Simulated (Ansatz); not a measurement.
The system is TiO.

```
Ti O
1.0
     3.03100    0.00000    0.00000
    -1.51550    2.62492    0.00000
     0.00000    0.00000    3.23770
Ti O
1 1
Direct
  0.66667 0.33333 0.00000
  0.00000 0.00000 0.50000
```

| Property | Result |
| --- | --- |
| Program | Ansatz 0.2.0 |
| Task | relaxation of cell and atoms |
| Functional | HSEsol |
| Potentials or basis | Ansatz PAW |
| Cutoff | 420 eV (not typed: the program's choice for these potentials) |
| k mesh | 5 × 5 × 4 |
| Occupations | fermi-dirac, width 0.05 eV |
| Spin | no spin polarisation |

At the start: volume 12.88 Å³/atom.

Task: Where does the relaxation end?

Result: It ends after 10 steps and the volume is 9.22 Å³/atom (-28.4 %); space group P-6m2 (No. 187, to 0.05 Å).

Step by step:
| step | energy change (eV) | largest force (eV/Å) | volume (Å³) |
| --- | --- | --- | --- |
| 1 | 0.0000 | 0.0000 | 25.76 |
| 2 | -0.7704 | 0.0000 | 23.03 |
| 3 | -1.3137 | 0.0000 | 20.51 |
| 4 | -1.4962 | 0.0000 | 18.38 |
| 5 | -1.4972 | 0.0000 | 18.48 |
| 6 | -1.4975 | 0.0000 | 18.49 |
| 7 | -1.4976 | 0.0000 | 18.48 |
| 8 | -1.4922 | 0.0000 | 18.48 |
| 9 | -1.4924 | 0.0000 | 18.45 |
| 10 | -1.4923 | 0.0000 | 18.45 |

Final structure:
```
Ti O
1.0
     2.76793    0.00000    0.00000
    -1.38396    2.39710    0.00000
     0.00000    0.00000    2.78046
Ti O
1 1
Direct
  0.66667 0.33333 0.00000
  0.00000 0.00000 0.50000
```

Caveat: the k mesh is coarse (spacing up to 0.49 Å⁻¹), so the values aren't converged, least of all with exact exchange; the volume moved by over 15 % at a fixed basis, so the end points are rough; the plane-wave basis is chosen anew once the cell has moved, so the energies of steps on either side of that aren't comparable; the pressure holds a Pulay correction of +0.5 GPa for the finite cutoff; the volume moved by -28 % from the deposited cell, more than functionals usually miss; the PAW data sets come from PBE, with cores solved anew for the run's functional, which leaves a small shift of forces and pressure.
